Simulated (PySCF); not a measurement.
From one molecule to another.

First species: C4H6O.
Numbering: `[CH2:1]=[C:2]=[CH:3][O:4][CH3:5]` (hydrogens: H6, H7 on C1; H8 on C3; H9, H10, H11 on C5)

Second species: propanoic acid, C3H6O2.
Cartesian coordinates in Å at the PBE0-D3(BJ)/def2-SVP level; atoms count from 1:
```
atom  x, y, z in Å
C1    -1.457    0.193    0.322
C2    -0.159   -0.578    0.200
C3     1.042    0.312    0.035
O4     1.026    1.515    0.013
O5     2.175   -0.395   -0.086
H6    -2.307   -0.491    0.456
H7    -1.427    0.881    1.179
H8    -1.640    0.802   -0.575
H9    -0.170   -1.273   -0.656
H10    0.027   -1.216    1.080
H11    2.891    0.251   -0.184
```

Levels: PBE0/pcSseg-1 for dipole moment, HOMO energy, LUMO energy and HOMO–LUMO gap; PBE0-D3(BJ)/def2-SVP for rotational constant A and rotational constant C. Geometries: PBE0-D3(BJ)/def2-SVP. Each species is one conformer at its optimised geometry, gas phase, non-relativistic unless stated; the electronic structure was computed with PySCF and density fitting.

The conformers computed, where there is a choice (atom-mapped SMILES and torsion angles):
- `[CH2:1]=[C:2]=[CH:3][O:4][CH3:5]`: C2–C3–O4–C5 -161°
- `[CH3:1][CH2:2][C:3](=[O:4])[OH:5]`: C1–C2–C3–O4 1°, H–O5–C3–C2 180°

Values for the first species:

```
Dipole moment         : 1.57 D
HOMO energy           : -6.42 eV
LUMO energy           : -0.03 eV
HOMO–LUMO gap         : 6.39 eV
Rotational constant A : 34.719 GHz
Rotational constant C : 2.230 GHz
```

(1) Estimate the same properties for the second species, and the change in each.

Answers

(1) 
```json
{"property": "dipole moment", "first": "1.57 D", "second": "1.60 D", "second less first": "+0.03 D"}
{"property": "HOMO energy", "first": "-6.42 eV", "second": "-8.10 eV", "second less first": "-1.68 eV"}
{"property": "LUMO energy", "first": "-0.03 eV", "second": "0.34 eV", "second less first": "+0.37 eV"}
{"property": "HOMO–LUMO gap", "first": "6.39 eV", "second": "8.44 eV", "second less first": "+2.05 eV"}
{"property": "rotational constant A", "first": "34.719 GHz", "second": "10.263 GHz", "second less first": "-24.456 GHz"}
{"property": "rotational constant C", "first": "2.230 GHz", "second": "2.898 GHz", "second less first": "+0.668 GHz"}
```

On the first: A dipole of 1.57 D is allowed in C1, and pure rotational transitions are dipole-allowed. The dipole equals about 5.2 × 10⁻³⁰ C·m (1 D = 3.33564 × 10⁻³⁰ C·m).

On the second: A dipole of 1.60 D is allowed in Cs, and pure rotational transitions are dipole-allowed. In atomic units the dipole is 0.63 e·bohr (1 au = 2.5417 D).
